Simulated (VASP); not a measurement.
# Ca (Immm) in VASP: notebook

The runs below take Ca through single point, with PBE.

All numbers are computed with VASP 6.6.1; they aren't measurements. Logs are shortened: lines on timing, memory, paths and dates and some standing lists are left out, and cuts for length are marked.

## (1) Starting point

It takes space group Immm (No. 71, orthorhombic). Conventional cell: a = 4.193 Å, b = 4.203 Å, c = 4.891 Å, α = 90.00°, β = 90.00°, γ = 90.00°. Around Ca (site symmetry mmm) lie 12 Ca at 3.85 to 4.20 Å.

This isn't the form of Ca at room conditions, which is fcc.

## (2) Single point, PBE

The input, INCAR:

```
PREC     = Accurate       # precision mode
ENCUT    = 400            # plane-wave cutoff, eV
EDIFF    = 1E-6           # SCF threshold, eV
ISMEAR   = 1              # smearing method
SIGMA    = 0.1            # smearing width, eV
LREAL    = False          # projectors in reciprocal space
LASPH    = True           # aspherical terms in the spheres
NELM     = 100            # most SCF steps
ALGO     = Normal         # electronic algorithm
ISIF     = 2              # what is computed and relaxed
LWAVE    = False          # write WAVECAR
LCHARG   = False          # write CHGCAR
GGA      = PE             # functional
ADDGRID  = False
```

The input, KPOINTS:

```
Automatic mesh
0
Gamma
  14 14 14
```

The input, POSCAR:

```
Ca
1.0
   -2.0964874600      2.1017318100      2.4453524600
    2.0964874600     -2.1017318100      2.4453524600
    2.0964874600      2.1017318100     -2.4453524600
Ca
1
Direct
    0.5000000000      0.5000000000      0.0000000000
```

Potentials or basis: VASP PAW PBE potentials, release 64 (Ca_pv).

Run with:

```console
> cat potpaw_PBE.64/Ca_pv/POTCAR > POTCAR
> mpirun -np 1 vasp_std > vasp.out
```

OUTCAR:

```text
PREC = Accurate
   ENCUT = 400
   EDIFF = 1E-6
   ISMEAR = 1
   LREAL = False
   LASPH = True
   NELM = 100
   ISIF = 2
   GGA = PE

 Found    428 irreducible k-points:

 Following reciprocal coordinates:
            Coordinates               Weight
  0.000000  0.000000  0.000000      1.000000
  0.071429 -0.000000  0.000000      4.000000
  0.142857 -0.000000  0.000000      4.000000
  0.214286 -0.000000  0.000000      4.000000
  0.285714 -0.000000  0.000000      4.000000
  0.357143 -0.000000  0.000000      4.000000
   k-points           NKPTS =    428   k-points in BZ     NKDIM =    428   number of bands    NBANDS=      8
   number of dos      NEDOS =    301   number of ions     NIONS =      1
   total plane-waves  NPLWV =  21952
   dimension x,y,z NGX =    28 NGY =   28 NGZ =   28
   dimension x,y,z NGXF=    56 NGYF=   56 NGZF=   56
   ions per type =               1
   NGX,Y,Z   is equivalent  to a cutoff of  12.10, 12.10, 12.10 a.u.
   NGXF,Y,Z  is equivalent  to a cutoff of  24.21, 24.21, 24.21 a.u.
 SYSTEM =  unknown system
   PREC   = accura    normal or accurate (medium, high low for compatibility)
   ISTART =      0    job   : 0-new  1-cont  2-samecut
   ICHARG =      2    charge: 1-file 2-atom 10-const
   ISPIN  =      1    spin polarized calculation?
   LNONCOLLINEAR =      F non collinear calculations
   LSORBIT =      F    spin-orbit coupling
   LASPH  =      T    aspherical Exc in radial PAW
   ENCUT  =  400.0 eV  29.40 Ry    5.42 a.u.   6.27  6.27  6.27*2*pi/ulx,y,z
   NELM   =    100;   NELMIN=  2; NELMDL= -5     # of ELM steps
   EDIFF  = 0.1E-05   stopping-criterion for ELM
   LREAL  =      F    real-space projection
[... 7 lines left out ...]
   TEBEG  =    0.0;   TEEND  =   0.0 temperature during run
   PSTRESS=    0.0 pullay stress
   NELECT =       8.0000    total number of electrons
   NUPDOWN=      -1.0000    fix difference up-down
   EMIN   =  10.00;   EMAX   =-10.00  energy-range for DOS
   EFERMI =   0.00;   METHOD = LEGACY
   ISMEAR =     1;   SIGMA  =   0.10  broadening in eV -4-tet -1-fermi 0-gaus
   EFERMI_NEDOS =   21; number of points for ismear=-14 and -15
   IALGO  =     38    algorithm
   IMIX   =      4    mixing-type and parameters
     AMIX     =   0.40;   BMIX     =  1.00
     AMIX_MAG =   1.60;   BMIX_MAG =  1.00
  volume/ion in A,a.u.               =      43.10       290.85
  Fermi-wavevector in a.u.,A,eV,Ry     =   0.933859  1.764737 11.865532  0.872092
  Thomas-Fermi vector in A             =   2.060604
   LORBIT       =      0    0 simple, 1 ext, 2 COOP (PROOUT), +10 PAW based schemes
   GGA     = PE    functional components
   LHFCALC =     F    Hartree Fock is set to
   AEXX    =    0.0000 exact exchange contribution
   IVDW    =     0    specifies the selected vdW correction
   LEPSILON=     F    determine dielectric tensor
   LRPA    =     F    only Hartree local field effects (RPA)
 non-spin polarized calculation
 Methfessel and Paxton  Order N= 1 SIGMA  =   0.10
  energy-cutoff  :      400.00
  volume of cell :       43.10
 maximum number of plane-waves:       800
 NGX is ok and might be reduce to    28

 number of electron       8.0000002 magnetization

 Free energy of the ion-electron system (eV)
  ---------------------------------------------------
  ext. energy  EPLUGINS =         0.00000000
  ---------------------------------------------------
  free energy    TOTEN  =        -1.90838154 eV

  energy without entropy =       -1.90755901  energy(sigma->0) =       -1.90810736

 E-fermi :   2.1237     XC(G=0):  -7.6336

 val. band max:        2.1228322891   @ k =   0.5000  -0.4286   0.3571
 cond. band min:       2.1237275672   @ k =   0.4286  -0.3571   0.3571
 fundamental gap:      0.0008952781
 Fermi energy:         2.1236551720

 k-point     1 :       0.0000    0.0000    0.0000
  band No.  band energies     occupation
      1     -20.8633      2.00000
      2     -20.8628      2.00000
      3     -20.8524      2.00000
      4      -1.8720      2.00000
      5       4.2954      0.00000
      6       4.3087      0.00000
      7       4.8916      0.00000
      8       5.0121      0.00000

 k-point     2 :       0.0714   -0.0000    0.0000
  band No.  band energies     occupation
      1     -20.8673      2.00000
      2     -20.8650      2.00000
      3     -20.8545      2.00000
      4      -1.7850      2.00000
      5       4.2602      0.00000
      6       4.3280      0.00000
      7       4.8876      0.00000
      8       4.9798      0.00000

 k-point     3 :       0.1429   -0.0000    0.0000
  band No.  band energies     occupation
      1     -20.8840      2.00000
      2     -20.8699      2.00000
      3     -20.8564      2.00000
      4      -1.5282      2.00000
      5       4.1033     -0.00000
      6       4.3292      0.00000
      7       4.9429      0.00000
      8       4.9466      0.00000

 k-point     4 :       0.2143   -0.0000    0.0000
  band No.  band energies     occupation
      1     -20.9099      2.00000
      2     -20.8769      2.00000
      3     -20.8572      2.00000
      4      -1.1144      2.00000
      5       3.7836     -0.00000
      6       4.2346      0.00000
      7       4.9745      0.00000
      8       5.1577      0.00000

 k-point     5 :       0.2857   -0.0000    0.0000
  band No.  band energies     occupation
      1     -20.9388      2.00000
      2     -20.8847      2.00000
      3     -20.8578      2.00000
      4      -0.5663      2.00000
      5       3.3584     -0.00000
      6       4.0871     -0.00000
      7       5.0006      0.00000
      8       5.5016      0.00000

 k-point     6 :       0.3571   -0.0000    0.0000
  band No.  band energies     occupation
      1     -20.9647      2.00000
      2     -20.8916      2.00000
      3     -20.8582      2.00000
      4       0.0787      2.00000
      5       2.8740     -0.00000
      6       3.9488     -0.00000
      7       4.9759      0.00000
      8       5.7088      0.00000

 [... further k-points ...]
[... 5 lines left out ...]
  --------------------------------------------------------------------------------------
  -------------------------------------------------------------------------------------
  Total       -0.1305241     -0.1357531     -0.0458113     -0.0000000      0.0000000      0.0000000
  in kB       -4.8521075     -5.0464900     -1.7029908     -0.0000000      0.0000000      0.0000000
  external PRESSURE =      -3.8671961 kB  Pullay stress =       0.0000000 kB

 VOLUME and BASIS-vectors are now :
 -----------------------------------------------------------------------------
  energy-cutoff  :      400.00
  volume of cell :       43.10
      direct lattice vectors                 reciprocal lattice vectors
    -2.096487460  2.101731810  2.445352460     0.000000000  0.237899050  0.204469502
     2.096487460 -2.101731810  2.445352460     0.238494153  0.000000000  0.204469502
     2.096487460  2.101731810 -2.445352460     0.238494153  0.237899050  0.000000000

 POSITION                                       TOTAL-FORCE (eV/Angst)
 -----------------------------------------------------------------------------------
      0.00000      0.00000      2.44535         0.000000      0.000000      0.000000
 -----------------------------------------------------------------------------------
    total drift:                                0.000000     -0.000000      0.000000

  FREE ENERGIE OF THE ION-ELECTRON SYSTEM (eV)
  ---------------------------------------------------
  free  energy   TOTEN  =        -1.9083815372 eV

  energy  without entropy=       -1.9075590052  energy(sigma->0) =       -1.90810736
```

OSZICAR:

```text
N       E                     dE             d eps       ncg     rms          rms(c)
DAV:   1     0.162042493520E+02    0.16204E+02   -0.36540E+03  6848   0.109E+03
DAV:   2    -0.110113424727E+01   -0.17305E+02   -0.17280E+02  7200   0.118E+02
DAV:   3    -0.189123019267E+01   -0.79010E+00   -0.78881E+00 11016   0.328E+01
DAV:   4    -0.189868317439E+01   -0.74530E-02   -0.74520E-02  9056   0.253E+00
DAV:   5    -0.189876525766E+01   -0.82083E-04   -0.82082E-04 11408   0.252E-01    0.738E-01
DAV:   6    -0.190409059146E+01   -0.53253E-02   -0.73620E-03  8144   0.174E+00    0.426E-01
DAV:   7    -0.190836952878E+01   -0.42789E-02   -0.84731E-03  7800   0.183E+00    0.517E-02
DAV:   8    -0.190837063622E+01   -0.11074E-05   -0.40829E-04  8856   0.359E-01    0.887E-03
DAV:   9    -0.190837799216E+01   -0.73559E-05   -0.13435E-05 11752   0.357E-02    0.688E-03
DAV:  10    -0.190838084075E+01   -0.28486E-05   -0.17559E-06  8672   0.275E-02    0.191E-03
DAV:  11    -0.190838153725E+01   -0.69650E-06   -0.49863E-08  4064   0.324E-03
   1 F= -.19083815E+01 E0= -.19081074E+01  d E =-.822532E-03
```

Wall time 46 s (1 thread of Intel Xeon Platinum 8488C (Sapphire Rapids), shared host); peak memory 0.24 GiB.

The run converged, but some of its settings lie outside the range that counts as converged, so its numbers aren't taken as properties of the crystal.

What came out:

```
Free energy            : -1.9084 eV
Pressure               : -0.4 GPa
Band gap on the k mesh : none (metal or under the smearing width)
```

## (3) Single point, PBE

This run uses another cell than the first one, of the same volume but with other edges.

INCAR is that of step 2.

KPOINTS is that of step 2.

The input, POSCAR:

```
Ca
1.0
   -2.1296130000      2.1366080000      2.5183870000
    2.0452440000     -2.1127450000      2.4255450000
    2.0940060000      2.0772270000     -2.4978770000
Ca
1
Direct
    0.5036690000      0.4760610000     -0.0172770000
```

Potentials or basis: VASP PAW PBE potentials, release 64 (Ca_pv).

Run with:

```console
> cat potpaw_PBE.64/Ca_pv/POTCAR > POTCAR
> mpirun -np 1 vasp_std > vasp.out
```

Wall time 2.5 min (1 thread of Intel Xeon Platinum 8488C (Sapphire Rapids), shared host); peak memory 0.45 GiB.

The run converged, but some of its settings lie outside the range that counts as converged, so its numbers aren't taken as properties of the crystal.

Results:

```
Free energy            : -1.9064 eV
Pressure               : -0.4 GPa
Band gap on the k mesh : none (metal or under the smearing width)
```

## (4) Single point, PBE

INCAR, as its differences from that of step 3:

```diff
@@ -1,3 +1,3 @@
 PREC     = Accurate       # precision mode
-ENCUT    = 400            # plane-wave cutoff, eV
+ENCUT    = 600            # plane-wave cutoff, eV
 EDIFF    = 1E-6           # SCF threshold, eV
```

The input, KPOINTS:

```
Automatic mesh
0
Gamma
  12 12 12
```

The input, POSCAR:

```
Ca
1.0
   -2.0964874600      2.1017318100      2.4453524600
    2.0964874600     -2.1017318100      2.4453524600
    2.0964874600      2.1017318100     -2.4453524600
Ca
1
Direct
    0.5000000000      0.5000000000      0.0000000000
```

Run with:

```console
> cat potpaw_PBE.64/Ca_pv/POTCAR > POTCAR
> mpirun -np 1 vasp_std > vasp.out
```

It took 34 s on 1 thread of Intel Xeon Platinum 8488C (Sapphire Rapids), shared host; peak memory 0.27 GiB.

The run converged, but some of its settings lie outside the range that counts as converged, so its numbers aren't taken as properties of the crystal.

Results:

| Property | Result |
| --- | --- |
| Free energy | -1.9070 eV |
| Pressure | -0.4 GPa |
| Band gap on the k mesh | none (metal or under the smearing width) |

## (5) Single point, PBE

This run uses another cell than the first one, of the same volume but with other edges.

INCAR is that of step 4.

KPOINTS is that of step 4.

The input, POSCAR:

```
Ca
1.0
   -2.1296130000      2.1366080000      2.5183870000
    2.0452440000     -2.1127450000      2.4255450000
    2.0940060000      2.0772270000     -2.4978770000
Ca
1
Direct
    0.5036690000      0.4760610000     -0.0172770000
```

Run with:

```console
> cat potpaw_PBE.64/Ca_pv/POTCAR > POTCAR
> mpirun -np 1 vasp_std > vasp.out
```

It took 1.8 min on 1 thread of Intel Xeon Platinum 8488C (Sapphire Rapids), shared host; peak memory 0.53 GiB.

These settings aren't checked as converged: the numbers below hold their error.

What came out:

```yaml
Free_energy: -1.9059 eV
Pressure: -0.4 GPa
Band_gap_on_the_k_mesh: none (metal or under the smearing width)
```

## (6) Single point, PBE

INCAR, as its differences from that of step 5:

```diff
@@ -1,3 +1,3 @@
 PREC     = Accurate       # precision mode
-ENCUT    = 600            # plane-wave cutoff, eV
+ENCUT    = 350            # plane-wave cutoff, eV
 EDIFF    = 1E-6           # SCF threshold, eV
```

The input, KPOINTS:

```
Automatic mesh
0
Gamma
  16 16 16
```

The input, POSCAR:

```
Ca
1.0
   -2.0964874600      2.1017318100      2.4453524600
    2.0964874600     -2.1017318100      2.4453524600
    2.0964874600      2.1017318100     -2.4453524600
Ca
1
Direct
    0.5000000000      0.5000000000      0.0000000000
```

Potentials or basis: VASP PAW PBE potentials, release 64 (Ca_pv).

Run with:

```console
> cat potpaw_PBE.64/Ca_pv/POTCAR > POTCAR
> mpirun -np 1 vasp_std > vasp.out
```

It took 32 s on 1 thread of Intel Xeon Platinum 8488C (Sapphire Rapids), shared host; peak memory 0.25 GiB.

These settings aren't checked as converged: the numbers below hold their error.

What came out:

| Item | Value |
| --- | --- |
| Free energy | -1.9090 eV |
| Pressure | -0.4 GPa |
| Band gap on the k mesh | none (metal or under the smearing width) |

## (7) For comparison

An earlier run on the cell as given: functional PBE; potentials or basis VASP PAW PBE potentials, release 64 (Ca_sv); cutoff 520 eV; k mesh 9 × 9 × 9; occupations fermi-dirac, width 0.05 eV; no spin polarisation.

* Pressure: -0.4 GPa
* Band gap on the k mesh: none (metal or under the smearing width)
